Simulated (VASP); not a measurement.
# KBr3 (P4/mmm) in VASP: notebook

The runs below take KBr3 through single point, with PBE.

All numbers are computed with VASP 6.6.1; they aren't measurements. Logs are shortened: lines on timing, memory, paths and dates and some standing lists are left out, and cuts for length are marked.

### 1 The cell of the first run

Symmetry: P4/mmm, No. 123, tetragonal system. The conventional cell has a = 5.443 Å, b = 5.443 Å, c = 11.033 Å, α = 90.00°, β = 90.00°, γ = 90.00°. Around K (site symmetry 4/mmm) lie 2 Br at 2.96 Å. Br (site symmetry 4/mmm) has 2 Br at 2.55 Å as nearest neighbours. Around Br (site symmetry 4mm) lie 1 Br at 2.55 Å.

The cell was built by a generator and needn't be a form met in nature.

### 2 Single point, PBE (random cell by space group and Wyckoff sites (P4/mmm, No. 123))

INCAR reads:

```
PREC = Accurate ; ENCUT = 520
EDIFF = 1E-6 ; ISMEAR = 0
SIGMA = 0.1 ; LREAL = False
LASPH = True ; NELM = 100
ALGO = Normal ; ISIF = 2
LWAVE = False ; LCHARG = False
GGA = PE ; NBANDS = 23
```

KPOINTS reads:

```
regular mesh
0
Gamma
  4 4 2
```

POSCAR reads:

```
KBr3
1.0
    5.4426647893      0.0000000000      0.0000000000
    0.0000000000      5.4426647893      0.0000000000
    0.0000000000      0.0000000000     11.0333716895
K Br
1 3
Direct
    0.0000000000      0.0000000000      0.5000000000
    0.0000000000      0.0000000000      0.0000000000
    0.0000000000      0.0000000000      0.2313357447
    0.0000000000      0.0000000000      0.7686642553
```

Potentials or basis: VASP PAW PBE potentials, release 64 (K_sv, Br).

Command:

```sh
$ cat potpaw_PBE.64/K_sv/POTCAR potpaw_PBE.64/Br/POTCAR > POTCAR
$ mpirun -np 1 vasp_std > vasp.out
```

OUTCAR:

```text
PREC = Accurate
   ENCUT = 520
   EDIFF = 1E-6
   ISMEAR = 0
   LREAL = False
   LASPH = True
   NELM = 100
   ISIF = 2
   GGA = PE

 ion  position               nearest neighbor table
   1  0.000  0.000  0.500-   3 2.96   4 2.96
   2  0.000  0.000  0.000-   3 2.55   4 2.55
   3  0.000  0.000  0.231-   2 2.55   1 2.96
   4  0.000  0.000  0.769-   2 2.55   1 2.96

  LATTYP: Found a simple tetragonal cell.
 ALAT       =     5.4426647893
 C/A-ratio  =     2.0272002992

  Lattice vectors:

 A1 = (   5.4426647893,   0.0000000000,   0.0000000000)
 A2 = (   0.0000000000,   5.4426647893,   0.0000000000)
 A3 = (   0.0000000000,   0.0000000000,  11.0333716895)

Analysis of symmetry for initial positions (statically):
=====================================================================
 Subroutine PRICEL returns:
 Original cell was already a primitive cell.

 Routine SETGRP: Setting up the symmetry group for a
 simple tetragonal supercell.

 Subroutine GETGRP returns: Found 16 space group operations
 (whereof 16 operations were pure point group operations)
 out of a pool of 16 trial point group operations.

The static configuration has the point symmetry D_4h.

Analysis of symmetry for dynamics (positions and initial velocities):
=====================================================================
 Subroutine PRICEL returns:
 Original cell was already a primitive cell.

 Routine SETGRP: Setting up the symmetry group for a
 simple tetragonal supercell.

 Subroutine GETGRP returns: Found 16 space group operations
 (whereof 16 operations were pure point group operations)
 out of a pool of 16 trial point group operations.

The dynamic configuration has the point symmetry D_4h.

 Subroutine INISYM returns: Found 16 space group operations
 (whereof 16 operations are pure point group operations),
 and found     1 'primitive' translations

----------------------------------------------------------------------------------------

                                     Primitive cell

  volume of cell :     326.8372

  direct lattice vectors                    reciprocal lattice vectors
     5.442664789  0.000000000  0.000000000     0.183733527  0.000000000  0.000000000
     0.000000000  5.442664789  0.000000000     0.000000000  0.183733527  0.000000000
     0.000000000  0.000000000 11.033371689     0.000000000  0.000000000  0.090634126

  length of vectors
     5.442664789  5.442664789 11.033371689     0.183733527  0.183733527  0.090634126

  position of ions in fractional coordinates (direct lattice)
     0.000000000  0.000000000  0.500000000
     0.000000000  0.000000000  0.000000000
     0.000000000  0.000000000  0.231335745
     0.000000000  0.000000000  0.768664255

  ion indices of the primitive-cell ions
   primitive index   ion index
                 1           1
                 2           2
                 3           3
                 4           4

----------------------------------------------------------------------------------------

 KPOINTS: regular mesh

Automatic generation of k-mesh.
 Grid dimensions read from file:
 generate k-points for:    4    4    2

 Generating k-lattice:

  Cartesian coordinates                     Fractional coordinates (reciprocal lattice)
     0.045933382  0.000000000  0.000000000     0.250000000  0.000000000  0.000000000
     0.000000000  0.045933382  0.000000000     0.000000000  0.250000000  0.000000000
     0.000000000  0.000000000  0.045317063     0.000000000  0.000000000  0.500000000

  Length of vectors
     0.045933382  0.045933382  0.045317063

  Shift w.r.t. Gamma in fractional coordinates (k-lattice)
     0.000000000  0.000000000  0.000000000

 Subroutine IBZKPT returns following result:
 ===========================================

 Found     12 irreducible k-points:

 Following reciprocal coordinates:
            Coordinates               Weight
  0.000000  0.000000  0.000000      1.000000
  0.250000  0.000000  0.000000      4.000000
  0.500000  0.000000  0.000000      2.000000
  0.250000  0.250000  0.000000      4.000000
  0.500000  0.250000  0.000000      4.000000
  0.500000  0.500000  0.000000      1.000000
  0.000000  0.000000  0.500000      1.000000
  0.250000  0.000000  0.500000      4.000000
  0.500000  0.000000  0.500000      2.000000
  0.250000  0.250000  0.500000      4.000000
  0.500000  0.250000  0.500000      4.000000
  0.500000  0.500000  0.500000      1.000000
   k-points           NKPTS =     12   k-points in BZ     NKDIM =     12   number of bands    NBANDS=     23
   number of dos      NEDOS =    301   number of ions     NIONS =      4
   total plane-waves  NPLWV = 134400
   dimension x,y,z NGX =    40 NGY =   40 NGZ =   84
   dimension x,y,z NGXF=    80 NGYF=   80 NGZF=  168
   ions per type =               1   3
   NGX,Y,Z   is equivalent  to a cutoff of  12.22, 12.22, 12.66 a.u.
   NGXF,Y,Z  is equivalent  to a cutoff of  24.44, 24.44, 25.31 a.u.
 SYSTEM =  unknown system
   PREC   = accura    normal or accurate (medium, high low for compatibility)
   ISTART =      0    job   : 0-new  1-cont  2-samecut
   ICHARG =      2    charge: 1-file 2-atom 10-const
   ISPIN  =      1    spin polarized calculation?
   LNONCOLLINEAR =      F non collinear calculations
   LSORBIT =      F    spin-orbit coupling
   LASPH  =      T    aspherical Exc in radial PAW
   ENCUT  =  520.0 eV  38.22 Ry    6.18 a.u.  10.12 10.12 20.51*2*pi/ulx,y,z
   NELM   =    100;   NELMIN=  2; NELMDL= -5     # of ELM steps
   EDIFF  = 0.1E-05   stopping-criterion for ELM
   LREAL  =      F    real-space projection
   EDIFFG = 0.1E-04   stopping-criterion for IOM
   NSW    =      0    number of steps for IOM
   IBRION =     -1    ionic relax: 0-MD 1-quasi-New 2-CG
   NFREE  =      0    steps in history (QN), initial steepest desc. (CG)
   ISIF   =      2    stress and relaxation
   ISYM   =      2    0-nonsym 1-usesym 2-fastsym
   POTIM  = 0.5000    time-step for ionic-motion
   TEBEG  =    0.0;   TEEND  =   0.0 temperature during run
   PSTRESS=    0.0 pullay stress
   NELECT =      30.0000    total number of electrons
   NUPDOWN=      -1.0000    fix difference up-down
   EMIN   =  10.00;   EMAX   =-10.00  energy-range for DOS
   EFERMI =   0.00;   METHOD = LEGACY
   ISMEAR =     0;   SIGMA  =   0.10  broadening in eV -4-tet -1-fermi 0-gaus
   EFERMI_NEDOS =   21; number of points for ismear=-14 and -15
   IALGO  =     38    algorithm
   IMIX   =      4    mixing-type and parameters
     AMIX     =   0.40;   BMIX     =  1.00
     AMIX_MAG =   1.60;   BMIX_MAG =  1.00
  volume/ion in A,a.u.               =      81.71       551.40
  Fermi-wavevector in a.u.,A,eV,Ry     =   0.738479  1.395523  7.419953  0.545351
  Thomas-Fermi vector in A             =   1.832411
   LORBIT       =      0    0 simple, 1 ext, 2 COOP (PROOUT), +10 PAW based schemes
   GGA     = PE    functional components
   LHFCALC =     F    Hartree Fock is set to
   AEXX    =    0.0000 exact exchange contribution
   IVDW    =     0    specifies the selected vdW correction
   LEPSILON=     F    determine dielectric tensor
   LRPA    =     F    only Hartree local field effects (RPA)
 non-spin polarized calculation
 Gauss-broadening in eV      SIGMA  =   0.10
  energy-cutoff  :      520.00
  volume of cell :      326.84
 maximum number of plane-waves:      8828
   NGX = 21   NGY = 21   NGZ = 41

 number of electron      30.0000003 magnetization

 Free energy of the ion-electron system (eV)
  ---------------------------------------------------
  ext. energy  EPLUGINS =         0.00000000
  ---------------------------------------------------
  free energy    TOTEN  =        -8.28401047 eV

  energy without entropy =       -8.28401047  energy(sigma->0) =       -8.28401047

 E-fermi :  -2.8800     XC(G=0):  -4.4459

 val. band max:       -3.4206386892   @ k =   0.5000   0.0000   0.0000
 cond. band min:      -1.7871428441   @ k =   0.0000   0.0000   0.5000
 fundamental gap:      1.6334958451
 Fermi energy:        -2.8800373736

 k-point     1 :       0.0000    0.0000    0.0000
  band No.  band energies     occupation
      1     -33.9345      2.00000
      2     -17.8927      2.00000
      3     -17.6347      2.00000
      4     -17.4604      2.00000
      5     -17.4604      2.00000
      6     -16.5433      2.00000
[... 15 lines left out ...]
     22       3.3068      0.00000
     23       3.5173      0.00000

 k-point     2 :       0.2500    0.0000    0.0000
  band No.  band energies     occupation
      1     -33.9344      2.00000
      2     -17.8910      2.00000
      3     -17.6339      2.00000
      4     -17.4632      2.00000
      5     -17.4602      2.00000
      6     -16.5420      2.00000
[... 15 lines left out ...]
     22       3.0942      0.00000
     23       3.3475      0.00000

 k-point     3 :       0.5000    0.0000    0.0000
  band No.  band energies     occupation
      1     -33.9344      2.00000
      2     -17.8892      2.00000
      3     -17.6332      2.00000
      4     -17.4660      2.00000
      5     -17.4600      2.00000
      6     -16.5407      2.00000
[... 15 lines left out ...]
     22       3.3849      0.00000
     23       3.3917      0.00000
[... 183 lines left out ...]
 k-point    11 :       0.5000    0.2500    0.5000
  band No.  band energies     occupation
      1     -33.9343      2.00000
      2     -17.9991      2.00000
      3     -17.4657      2.00000
      4     -17.4627      2.00000
      5     -17.3503      2.00000
      6     -16.8351      2.00000
[... 15 lines left out ...]
     22       3.2645      0.00000
     23       3.5131      0.00000

 k-point    12 :       0.5000    0.5000    0.5000
  band No.  band energies     occupation
      1     -33.9343      2.00000
      2     -17.9976      2.00000
      3     -17.4655      2.00000
      4     -17.4655      2.00000
      5     -17.3498      2.00000
      6     -16.8333      2.00000
[... 15 lines left out ...]
     22       2.8185      0.00000
     23       3.0899      0.00000

------------------------ aborting loop because EDIFF is reached ----------------------------------------

  FORCE on cell =-STRESS in cart. coord.  units (eV):
  Direction    XX          YY          ZZ          XY          YZ          ZX
  --------------------------------------------------------------------------------------
  -------------------------------------------------------------------------------------
  Total        0.5061574      0.5061574     -0.3461592      0.0000000      0.0000000     -0.0000000
  in kB        2.4812169      2.4812169     -1.6968953      0.0000000      0.0000000     -0.0000000
  external PRESSURE =       1.0885128 kB  Pullay stress =       0.0000000 kB

 VOLUME and BASIS-vectors are now :
 -----------------------------------------------------------------------------
  energy-cutoff  :      520.00
  volume of cell :      326.84
      direct lattice vectors                 reciprocal lattice vectors
     5.442664789  0.000000000  0.000000000     0.183733527  0.000000000  0.000000000
     0.000000000  5.442664789  0.000000000     0.000000000  0.183733527  0.000000000
     0.000000000  0.000000000 11.033371689     0.000000000  0.000000000  0.090634126

 POSITION                                       TOTAL-FORCE (eV/Angst)
 -----------------------------------------------------------------------------------
      0.00000      0.00000      5.51669         0.000000     -0.000000      0.000000
      0.00000      0.00000      0.00000         0.000000     -0.000000      0.000000
      0.00000      0.00000      2.55241         0.000000      0.000000     -0.001077
      0.00000      0.00000      8.48096        -0.000000      0.000000      0.001077
 -----------------------------------------------------------------------------------
    total drift:                               -0.000000     -0.000000      0.000000

  FREE ENERGIE OF THE ION-ELECTRON SYSTEM (eV)
  ---------------------------------------------------
  free  energy   TOTEN  =        -8.2840104685 eV

  energy  without entropy=       -8.2840104685  energy(sigma->0) =       -8.28401047
```

It took 80 s on 1 thread of Intel Xeon Platinum 8488C (Sapphire Rapids), shared host; peak memory 0.36 GiB.

What came out:

```
Free energy            : -8.2840 eV
Pressure               : 0.1 GPa
Band gap on the k mesh : 1.63 eV, indirect (least direct gap 1.67 eV)
```

Stress tensor (GPa, compression positive):
```
 0.25  0.00  0.00
 0.00  0.25  0.00
 0.00  0.00 -0.17
```

Levels at points of the mesh, in eV from the valence-band top:
```tsv
k point	band 12	band 13	band 14	band 15	band 16	band 17	band 18	band 19
(0.00, 0.00, 0.00)	-1.01	-1.01	-0.01	-0.01	2.32	2.62	5.27	5.32
(0.50, 0.00, 0.00)	-1.18	-0.99	-0.14	0.00	2.36	3.75	4.16	5.77
(0.50, 0.50, 0.00)	-1.15	-1.15	-0.12	-0.12	2.39	4.68	5.08	5.08
(0.00, 0.00, 0.50)	-0.98	-0.98	-0.04	-0.04	1.63	2.98	4.83	5.32
(0.50, 0.00, 0.50)	-1.15	-0.96	-0.16	-0.03	1.84	3.92	4.12	5.87
(0.50, 0.50, 0.50)	-1.13	-1.13	-0.14	-0.14	1.92	4.69	5.03	5.03
```

A k mesh can miss the band edges.

### 3 Single point, PBE (random cell by space group and Wyckoff sites (P4/mmm, No. 123))

INCAR reads:

```
  ALGO = Normal
  EDIFF = 1E-6
  ENCUT = 520
  GGA = PE
  ISIF = 2
  ISMEAR = 0
  LASPH = T
  LCHARG = F
  LREAL = F
  LWAVE = F
  NBANDS = 23
  NELM = 100
  PREC = Accurate
  SIGMA = 0.1
```

KPOINTS reads:

```
k-points
0
Gamma
  4 4 2
```

POSCAR reads:

```
KBr3
1.0
    4.1387611300      0.0000000000      0.0000000000
    0.0000000000      4.1387611300      0.0000000000
    0.0000000000      0.0000000000      7.7497318200
K Br
1 3
Direct
    0.0000000000      0.0000000000      0.5000000000
    0.0000000000      0.0000000000      0.0000000000
    0.0000000000      0.0000000000      0.2203962700
    0.0000000000      0.0000000000      0.7796037300
```

Potentials or basis: VASP PAW PBE potentials, release 64 (K_sv, Br).

Command:

```sh
$ cat potpaw_PBE.64/K_sv/POTCAR potpaw_PBE.64/Br/POTCAR > POTCAR
$ mpirun -np 1 vasp_std > vasp.out
```

Wall time 21 s (1 thread of Intel Xeon Platinum 8488C (Sapphire Rapids), shared host); peak memory 0.24 GiB.

It converged, with:

```yaml
Free_energy: 17.9284 eV
Pressure: 74.4 GPa
Largest_force: 34.108 eV/Å
Band_gap_on_the_k_mesh: none (metal or under the smearing width)
```

Forces in eV/Å, atoms in the order of the input:
```
K     0.000   0.000   0.000
Br    0.000   0.000   0.000
Br    0.000   0.000  34.108
Br    0.000   0.000 -34.108
```

Stress tensor (GPa, compression positive):
```
  0.81   0.00   0.00
  0.00   0.81   0.00
  0.00   0.00 221.48
```

Levels at points of the mesh, in eV from the Fermi level:
```tsv
k point	band 11	band 12	band 13	band 14	band 15	band 16	band 17	band 18	band 19	band 20
(0.00, 0.00, 0.00)	-6.40	-6.40	-2.20	-1.84	-1.84	-0.76	1.07	2.11	2.31	4.01
(0.50, 0.00, 0.00)	-7.18	-6.33	-2.80	-1.77	-1.74	1.06	2.31	2.72	2.99	4.20
(0.50, 0.50, 0.00)	-7.05	-7.05	-2.58	-2.58	-1.59	0.71	2.88	3.08	3.08	3.50
(0.00, 0.00, 0.50)	-6.13	-6.13	-2.40	-2.40	-1.16	-0.75	1.82	2.63	2.75	3.69
(0.50, 0.00, 0.50)	-6.90	-6.05	-3.29	-2.31	-0.07	1.38	1.76	2.68	3.83	4.58
(0.50, 0.50, 0.50)	-6.76	-6.76	-3.12	-3.12	0.55	1.19	1.48	3.77	3.77	5.20
```

Caveat: the k mesh is coarse (spacing up to 0.41 Å⁻¹), so the values aren't converged; a pressure of tens of GPa on the cell as given is suspect, and the run, the potentials or the cell itself is likely at fault; forces of over 1 eV/Å show positions far from the minimum, so gaps and moduli don't describe the material at rest.
